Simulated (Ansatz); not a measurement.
# Ti (P6/mmm) in Ansatz: further runs

Runs on Ti. Level: LDA. Tasks: single point, equation of state.

All numbers are computed with Ansatz 0.2.0; they aren't measurements. Logs are shortened: lines on timing, memory, paths and dates and some standing lists are left out, and cuts for length are marked.

## 1. Starting point

The structure is hexagonal, space group P6/mmm (No. 191). Conventional cell: a = 4.567 Å, b = 4.567 Å, c = 2.826 Å, α = 90.00°, β = 90.00°, γ = 120.00°. Ti (site symmetry -6m2) has 11 Ti at 2.64 to 2.99 Å as nearest neighbours. Ti (site symmetry 6/mmm) is surrounded by 14 Ti at 2.83 to 2.99 Å.

This isn't the form of Ti at room conditions, which is hcp.

## 2. Single point, LDA, 16.00 Å³/atom (volume scaled by 0.94)

input.yaml

```yaml
crystal:
  lattice:
    - [4.4741369374, 0.0, 0.0]
    - [-2.2370684687, 3.8747162478, 0.0]
    - [0.0, 0.0, 2.7685496267]
  atoms:
    - { symbol: Ti, position: [0.6666666667, 0.3333333333, 0.5] }
    - { symbol: Ti, position: [0.3333333333, 0.6666666667, 0.5] }
    - { symbol: Ti, position: [0.0, 0.0, 0.0] }
hamiltonian:
  xc: lda
  pseudopotentials: { kind: paw }
kpoints:
  mp_grid: { grid: [7, 7, 9] }
scf:
  occupations: { method: fermi_dirac, width: 0.05 }
output:
  forces: true
  stress: true
  eigenvalues: true
```

Potentials or basis: Ansatz PAW.

On the command line:

```console
> ansatz run input.yaml --threads 2 --pin off --max-ram 5632MiB --backend cpu --events-out ev --progress --plain --runs-dir out
```

What it wrote:

```text
Warning: RAYON_NUM_THREADS=2 ignored (pool sized by the plan → 2); use --threads N
Engine: ansatz 0.2.0, x86_64-unknown-linux-gnu
Pseudopotentials: kind: paw
Pseudopotential: Ti, paw, valence charge 12, recommended cutoff 420 eV (normal), Ti.paw.azcp
Functional definition: SPW92
  exchange = slater_x
  correlation = pw_c
Crystal: 3 atoms, lattice volume = 47.996 Å³
Basis set: ecut = 420 eV, 939 PW (Γ)
Bands: 22, of which v1, the nominal top of the filled ones, is band 18 counted from 1 (17 counted from 0)
Symmetry: 24 space group operations
Space group: P6/mmm (ITA 191), of the structure as read, at distance tolerance 3.6e-5 Å
k-points: 40 of 441
Non-local potential: Ti, projectors of the file, l = 0: 3, l = 1: 2, l = 2: 3, l = 3: 1
PAW form: soft (Blöchl's): semilocal exchange-correlation on the pseudo side does not see the compensation charge
PAW frozen core: Ti, regenerated for the run's functional, and the local potential with it (the file was generated under x = pbe(κ = 0.804, μ = 0.2195149727645171), c = pbe(β = 0.06672455060314922))
PAW one-centre angular grid: Ti, 590 points (default); XC on 64 Gauss nodes
Initial density: superposition of atomic densities (neutral atoms: chi_scale 0, normalization atom), corrected by the library's trained network
Initial wavefunctions: pseudopotential atomic-orbital guess
Functional: x = slater, c = lda
SCF iter   1: F=—  HF=-7351.002793 eV  |F-HF|=—  |Δ(HF+E_count)|=         —  Δρ=1.17e-2  dr2=6.72e-2  ethr=1.77e-3  ⟨swp⟩=4.1  Hψ=3102  notcnv=0
preconditioner: auto → none  [metal: Δε(μ)=0.014 eV  Ē_g=2.574 eV  σ=0.050 eV  W_gap=0.07  n_scr=8 (ndim 8)  ℏωp=18.6 eV  f_vac=0.000  D(μ)=2.57/eV (n_scr^D=26)  sad-step TF]
SCF iter   2: F=—  HF=-7350.991799 eV  |F-HF|=—  |Δ(HF+E_count)|=   1.10e-2  Δρ=6.64e-3  dr2=2.71e-2  ethr=1.87e-4  ⟨swp⟩=2.0  Hψ=1319  notcnv=0
SCF iter   3: F=—  HF=-7350.987009 eV  |F-HF|=—  |Δ(HF+E_count)|=   4.79e-3  Δρ=6.23e-4  dr2=2.13e-4  ethr=7.53e-5  ⟨swp⟩=2.0  Hψ=1214  notcnv=0
SCF iter   4: F=—  HF=-7350.987003 eV  |F-HF|=—  |Δ(HF+E_count)|=   5.83e-6  Δρ=2.22e-4  dr2=2.85e-5  ethr=5.92e-7  ⟨swp⟩=2.5  Hψ=1528  notcnv=0
SCF iter   5: F=—  HF=-7350.986996 eV  |F-HF|=—  |Δ(HF+E_count)|=   7.82e-6  Δρ=7.85e-5  dr2=3.33e-6  ethr=7.93e-8  ⟨swp⟩=2.1  Hψ=1169  notcnv=0
SCF iter   6: F=—  HF=-7350.986995 eV  |F-HF|=—  |Δ(HF+E_count)|=   6.36e-7  Δρ=1.60e-5  dr2=1.27e-7  ethr=9.24e-9  ⟨swp⟩=2.1  Hψ=1167  notcnv=0
SCF iter   7: F=-7350.986995 eV  HF=-7350.986995 eV  |F-HF|=1.84e-9  |Δ(HF+E_count)|=   3.26e-8  Δρ=1.67e-6  dr2=2.08e-9  ethr=2.78e-10  ⟨swp⟩=4.7  Hψ=3116  notcnv=0
SCF 1 converged in 7 iterations: F = -7350.986995 eV  dr2 = 2.08e-9
SCF converged after 7 iterations
Free energy (F): -7350.986995 eV
Harris-Foulkes:  -7350.986995 eV  (|F-HF|=1.84e-9)
Internal energy: -7350.963550 eV  (E = F + TS)
E sigma→0 (E₀):  -7350.975272 eV
Entropy (-TS):   -0.023445 eV (-7.815 meV/atom)
Fermi energy:    14.274952 eV
--- Per-component energies (eV) ---
  E_band       = -426.259938
  E_kinetic    = 822.830166
  E_local      = -2324.448649  (includes V_loc(G=0)·N_el)
  E_nonlocal   = 37.049296
  E_hartree    = 961.119694
  E_xc         = -291.628913
  E_vxc        = -367.082140  (∫ρ·V_xc dr)
  E_paw        = -2998.103084  (= ΣΔE_a)
  E_vpaw       = -516.847234  (= ΣTr[D̂ρ^β])
  E_aug_tail   = 0.000280  (compensation charges beyond the density's cutoff)
  E_ewald      = -3558.760190
  E_core_change = 0.977851  (= ΣΔE_core)
  E_smearing   = -0.023445  (= −TS)
  E_closure    = 0.000000  (closes the sum)
  Σ components = -7350.986995   (vs F -7350.986995, Δ=0.00e0)
--- Forces (eV/Å), atoms counted from 1 ---
  atom   1  Ti     0.00000000    -0.00000000    -0.00000000
  atom   2  Ti    -0.00000000     0.00000000     0.00000000
  atom   3  Ti    -0.00000000    -0.00000000     0.00000000
  max |Σ_I F_I| component: 1.85e-17 eV/Å
--- Stress (GPa, compression-positive) ---
       -1.483985      -0.000000      -0.000000
        0.000000      -1.483985      -0.000000
       -0.000000      -0.000000      -0.598914
  P = ⅓ Tr σ = -1.1890 GPa (-11.890 kbar)
--- Band table (eV; the first three rows and the last of 40) ---
  k-point 0: bands = ["-41.8643", "-41.6073", "-41.3980", "-18.5271", "-18.5271", "-18.4735", "-18.4735", "-18.0684", "-17.8381", "-17.7444", "-17.7198", "-17.7198", "8.1341", "12.1316", "13.5713", "13.5713", "13.6809", "13.6809", "14.2487", "14.9631", "15.6210", "15.6210"]
  k-point 1: bands = ["-41.8526", "-41.6014", "-41.3897", "-18.5115", "-18.5115", "-18.4640", "-18.4640", "-18.1313", "-17.9152", "-17.8079", "-17.7218", "-17.7218", "8.4310", "12.3727", "13.3526", "13.3526", "13.5260", "13.5260", "14.6470", "15.2245", "15.5396", "15.5396"]
  k-point 2: bands = ["-41.8224", "-41.5868", "-41.3686", "-18.4710", "-18.4710", "-18.4400", "-18.4400", "-18.2867", "-18.1092", "-17.9667", "-17.7278", "-17.7278", "9.2593", "12.8371", "12.8371", "12.9190", "13.1578", "13.1578", "15.5046", "15.5046", "15.7603", "15.9486"]
  k-point 39: bands = ["-41.7619", "-41.4678", "-41.4246", "-18.7383", "-18.5752", "-18.5081", "-18.3007", "-18.2395", "-18.2041", "-18.1360", "-17.9883", "-17.6542", "11.4832", "12.4158", "12.8563", "13.1737", "13.1887", "13.3857", "14.4994", "14.9299", "15.1866", "15.5607"]
```

Wall time 0.6 s (2 threads of AMD EPYC 9R45 (Zen 5), shared host); peak memory 0.35 GiB.

Results:

| Property | Result |
| --- | --- |
| Free energy | -7350.9870 eV |
| Pressure | -1.2 GPa |
| Band gap on the k mesh | none (metal or under the smearing width) |

Caveat: the PAW data sets come from PBE, with cores solved anew for the run's functional, which leaves a small shift of forces and pressure.

## 3. Single point, LDA, 16.34 Å³/atom (volume scaled by 0.96)

input.yaml: that of step 2 with these lines changed.

```diff
@@ -2,5 +2,5 @@
   lattice:
-    - [4.4741369374, 0.0, 0.0]
-    - [-2.2370684687, 3.8747162478, 0.0]
-    - [0.0, 0.0, 2.7685496267]
+    - [4.5056459821, 0.0, 0.0]
+    - [-2.252822991, 3.9020038809, 0.0]
+    - [0.0, 0.0, 2.7880470975]
   atoms:
```

Potentials or basis: Ansatz PAW.

On the command line:

```console
> ansatz run input.yaml --threads 2 --pin off --max-ram 5632MiB --backend cpu --events-out ev --progress --plain --runs-dir out
```

Run time: 0.58 s. Hardware: 2 threads of AMD EPYC 9R45 (Zen 5), shared host; peak memory 0.35 GiB.

Results (log left out):

* Free energy: -7350.9713 eV
* Pressure: -3.7 GPa
* Band gap on the k mesh: none (metal or under the smearing width)

Caveat: the PAW data sets come from PBE, with cores solved anew for the run's functional, which leaves a small shift of forces and pressure.

## 4. Single point, LDA, 16.68 Å³/atom (volume scaled by 0.98)

input.yaml: that of step 3 with these lines changed.

```diff
@@ -2,5 +2,5 @@
   lattice:
-    - [4.5056459821, 0.0, 0.0]
-    - [-2.252822991, 3.9020038809, 0.0]
-    - [0.0, 0.0, 2.7880470975]
+    - [4.5367203846, 0.0, 0.0]
+    - [-2.2683601923, 3.9289151029, 0.0]
+    - [0.0, 0.0, 2.8072756161]
   atoms:
```

On the command line:

```console
> ansatz run input.yaml --threads 2 --pin off --max-ram 5632MiB --backend cpu --events-out ev --progress --plain --runs-dir out
```

Wall time 0.59 s (2 threads of AMD EPYC 9R45 (Zen 5), shared host); peak memory 0.35 GiB.

It converged, with:

```
Free energy            : -7350.9403 eV
Pressure               : -6.0 GPa
Band gap on the k mesh : none (metal or under the smearing width)
```

Caveat: the PAW data sets come from PBE, with cores solved anew for the run's functional, which leaves a small shift of forces and pressure.

## 5. Single point, LDA, 17.02 Å³/atom

input.yaml: that of step 4 with these lines changed.

```diff
@@ -2,5 +2,5 @@
   lattice:
-    - [4.5367203846, 0.0, 0.0]
-    - [-2.2683601923, 3.9289151029, 0.0]
-    - [0.0, 0.0, 2.8072756161]
+    - [4.5673748306, 0.0, 0.0]
+    - [-2.2836874153, 3.9554626319, 0.0]
+    - [0.0, 0.0, 2.82624427]
   atoms:
@@ -20 +20,5 @@
   eigenvalues: true
+  write_density: true
+  write_potential: true
+  elf: true
+  volumetric_format: npy
```

On the command line:

```console
> ansatz run input.yaml --threads 2 --pin off --max-ram 5632MiB --backend cpu --events-out ev --progress --plain --runs-dir out
```

Run time: 0.78 s. Hardware: 2 threads of AMD EPYC 9R45 (Zen 5), shared host; peak memory 0.36 GiB.

The run converged. Its results:

| Property | Result |
| --- | --- |
| Free energy | -7350.8955 eV |
| Pressure | -8.0 GPa |
| Band gap on the k mesh | none (metal or under the smearing width) |

Caveat: the PAW data sets come from PBE, with cores solved anew for the run's functional, which leaves a small shift of forces and pressure.

## 6. Single point, LDA, 17.36 Å³/atom (volume scaled by 1.02)

input.yaml: that of step 5 with these lines changed.

```diff
@@ -2,5 +2,5 @@
   lattice:
-    - [4.5673748306, 0.0, 0.0]
-    - [-2.2836874153, 3.9554626319, 0.0]
-    - [0.0, 0.0, 2.82624427]
+    - [4.5976232276, 0.0, 0.0]
+    - [-2.2988116138, 3.9816585121, 0.0]
+    - [0.0, 0.0, 2.8449616649]
   atoms:
```

Potentials or basis: Ansatz PAW.

On the command line:

```console
> ansatz run input.yaml --threads 2 --pin off --max-ram 5632MiB --backend cpu --events-out ev --progress --plain --runs-dir out
```

Wall time 0.8 s (2 threads of AMD EPYC 9R45 (Zen 5), shared host); peak memory 0.36 GiB.

The run converged. Its results:

```
Free energy            : -7350.8381 eV
Pressure               : -9.9 GPa
Band gap on the k mesh : none (metal or under the smearing width)
```

Caveat: the PAW data sets come from PBE, with cores solved anew for the run's functional, which leaves a small shift of forces and pressure.

## 7. Single point, LDA, 17.70 Å³/atom (volume scaled by 1.04)

input.yaml: that of step 6 with these lines changed.

```diff
@@ -2,5 +2,5 @@
   lattice:
-    - [4.5976232276, 0.0, 0.0]
-    - [-2.2988116138, 3.9816585121, 0.0]
-    - [0.0, 0.0, 2.8449616649]
+    - [4.6274787604, 0.0, 0.0]
+    - [-2.3137393802, 4.007514162, 0.0]
+    - [0.0, 0.0, 2.8634359596]
   atoms:
@@ -20,5 +20 @@
   eigenvalues: true
-  write_density: true
-  write_potential: true
-  elf: true
-  volumetric_format: npy
```

On the command line:

```console
> ansatz run input.yaml --threads 2 --pin off --max-ram 5632MiB --backend cpu --events-out ev --progress --plain --runs-dir out
```

Wall time 0.62 s (2 threads of AMD EPYC 9R45 (Zen 5), shared host); peak memory 0.35 GiB.

Results (log left out):

- Free energy: -7350.7694 eV
- Pressure: -11.6 GPa
- Band gap on the k mesh: none (metal or under the smearing width)

Caveat: the PAW data sets come from PBE, with cores solved anew for the run's functional, which leaves a small shift of forces and pressure.

## 8. Single point, LDA, 18.04 Å³/atom (volume scaled by 1.06)

input.yaml: that of step 7 with these lines changed.

```diff
@@ -2,5 +2,5 @@
   lattice:
-    - [4.6274787604, 0.0, 0.0]
-    - [-2.3137393802, 4.007514162, 0.0]
-    - [0.0, 0.0, 2.8634359596]
+    - [4.6569539421, 0.0, 0.0]
+    - [-2.328476971, 4.0330404181, 0.0]
+    - [0.0, 0.0, 2.881674897]
   atoms:
```

On the command line:

```console
> ansatz run input.yaml --threads 2 --pin off --max-ram 5632MiB --backend cpu --events-out ev --progress --plain --runs-dir out
```

Wall time 0.79 s (2 threads of AMD EPYC 9R45 (Zen 5), shared host); peak memory 0.36 GiB.

It converged, with:

```yaml
Free_energy: -7350.6904 eV
Pressure: -13.1 GPa
Band_gap_on_the_k_mesh: none (metal or under the smearing width)
```

Caveat: the PAW data sets come from PBE, with cores solved anew for the run's functional, which leaves a small shift of forces and pressure.

## 9. Equation of state, LDA

Potentials or basis: Ansatz PAW.

No new run: the results of the series are fitted here.

What came out:

| Quantity | Value |
| --- | --- |
| Equilibrium volume | 15.85 Å³/atom (rough: see the caveat) |
| Bulk modulus at fixed shape and positions | 129 GPa (rough) |

Energy against volume, from the lowest point:
| volume (Å³/atom) | energy (meV/atom) |
| --- | --- |
| 15.999 | 0.00 |
| 16.339 | 5.24 |
| 16.679 | 15.57 |
| 17.020 | 30.51 |
| 17.360 | 49.62 |
| 17.701 | 72.53 |
| 18.041 | 98.85 |

Caveat: the minimum lies outside the volumes run; the cell was scaled at fixed shape and fractional positions, which overstates the stiffness of a crystal with free parameters, most of all of layers and chains.
